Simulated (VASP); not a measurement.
# CdS: self-consistent run, by functional and exact exchange

CdS, F-43m (no. 216), 2 atoms in the cell.

| Functional | Exact exchange | Pressure (GPa) | Gap on the mesh (eV) | Time (s) |
|---|---|---|---|---|
| O3LYP | 0.1161 | 4.38 | 2.390 | 109 |
| B97 | 0.1943 | 4.02 | 2.602 | 100 |
| B3LYP | 0.2 | 4.49 | 2.488 | 59 |
| B97-1 | 0.21 | 3.72 | 2.660 | 104 |
| PBE0 (PBEH) | 0.25 | 1.75 | 2.897 | 75 |
| APBE0 | 0.25 | 2.52 | 2.951 | 74 |
| PBEsol0 | 0.25 | -0.44 | 2.758 | 74 |
| BHandHLYP | 0.5 | 3.44 | 4.699 | 84 |

Limits: the k mesh is coarse, so the gap and the pressure can be far off.

## Input of the first row

INCAR.step1:
```
SYSTEM = CdS
ALGO = Normal
EDIFF = 1E-5
ENCUT = 450
GGA = PE
ISIF = 2
ISMEAR = 0
LASPH = .True.
LCHARG = .False.
LREAL = .False.
LWAVE = .True.
NELM = 100
PREC = Accurate
SIGMA = 0.02
```

INCAR.step2:
```
SYSTEM = CdS
AEXX = 0.1161
ALGO = Normal
EDIFF = 1E-6
ENCUT = 450
GGA = LIBXC
ISIF = 2
ISMEAR = 0
ISTART = 1
LASPH = .True.
LCHARG = .False.
LHFCALC = .True.
LIBXC1 = HYB_GGA_XC_O3LYP
LREAL = .False.
LWAVE = .False.
NELM = 100
PREC = Accurate
PRECFOCK = Fast
SIGMA = 0.02
```

KPOINTS:
```
k-points
0
Gamma
  4 4 4
```

POSCAR:
```
CdS
1.0
    0.0000000000      2.9165000000      2.9165000000
    2.9165000000      0.0000000000      2.9165000000
    2.9165000000      2.9165000000      0.0000000000
Cd S
1 1
Direct
    0.0000000000      0.0000000000      0.0000000000
    0.7500000000      0.7500000000      0.7500000000
```

Commands (each step's output is kept before the next begins):
```
cat potpaw_PBE.64/Cd/POTCAR potpaw_PBE.64/S/POTCAR > POTCAR
cp INCAR.step1 INCAR
mpirun -np 1 vasp_std > vasp.out
cp INCAR.step2 INCAR
mpirun -np 1 vasp_std > vasp.out
```

Changes of the last row against the first:
```
(step 2)
- AEXX = 0.1161
- LIBXC1 = HYB_GGA_XC_O3LYP
+ AEXX = 0.5
+ LIBXC1 = HYB_GGA_XC_BHANDHLYP
```

VASP 6.6.1 took 109 s on 1 core (Intel Xeon Platinum 8375C @ 2.90GHz (Ice Lake)), a shared host.
